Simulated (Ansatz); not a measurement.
**Ti: a sweep of the PAW cutoff**

One table from this session's results is given with a row withheld; the runs are named, their logs left out.

Method: DFT, r2SCAN, PAW with Ansatz's default frozen-core files, scalar-relativistic, in Ansatz 0.2.0.

## The system as given

It takes space group Im-3m (No. 229, cubic). Conventional cell: a = 3.252 Å, b = 3.252 Å, c = 3.252 Å, α = 90.00°, β = 90.00°, γ = 90.00°. Around Ti (site symmetry m-3m) lie 8 Ti at 2.82 Å.

As a file:

```xyz
1
Lattice="-1.6258 1.6258 1.6258 1.6258 -1.6258 1.6258 1.6258 1.6258 -1.6258" Properties=species:S:1:pos:R:3 pbc="T T T"
Ti    0.0000    0.0000    0.0000
```

The cell is one relaxed in the Materials Project, used as it stands.

Set-up of the first run:

The input, input.yaml:

```yaml
crystal:
  lattice:
    - [-1.6258179727, 1.6258179727, 1.6258179727]
    - [1.6258179727, -1.6258179727, 1.6258179727]
    - [1.6258179727, 1.6258179727, -1.6258179727]
  atoms:
    - { symbol: Ti, position: [0.0, 0.0, 0.0] }
kpoints:
  mp_grid: { grid: [18, 18, 18] }
scf:
  occupations: { method: fermi_dirac, width: 0.05 }
hamiltonian:
  xc: r2scan
  pseudopotentials: { kind: paw }
output:
  forces: true
  stress: true
  eigenvalues: true
  efg: { contact_densities: true }
basis:
  ecutwfc: 200
```

Command:

```bash
> ansatz run input.yaml --threads 1 --pin off --max-ram 2048MiB --backend cpu --events-out ev --progress --plain --runs-dir out
```

Among the steps run: With PAW files, cutoff 200 eV; With PAW files, cutoff 250 eV; With PAW files, cutoff 300 eV; With PAW files, cutoff 350 eV; With PAW files, cutoff 500 eV.

One table of the session follows, with a row left open; its other results are not shown here.

| cutoff (eV) | pressure (GPa) |
| --- | --- |
| 200 | 2.21 |
| 250 | -1.37 |
| 300 | -0.26 |
| 350 | ? |
| 500 | 0.06 |

Estimate the missing values for cutoff (eV) = 350.

Worked estimate for «pressure (GPa)». A straight line through the neighbours (300, -0.26) and (500, 0.06) gives -0.26 + (0.06 + 0.26) × (350 − 300) / (500 − 300) = -0.18; a parabola fitted to 3 rows on both sides gives 0.44.

The run gave: pressure (GPa): -0.03. In «pressure (GPa)» the line misses by -0.15 and the parabola by +0.47. Between these rows the values bend or scatter more than so simple an estimate can follow.

Energies are those extrapolated to zero smearing.

To keep in mind: Warnings in the runs' records: cutoff below recommended.
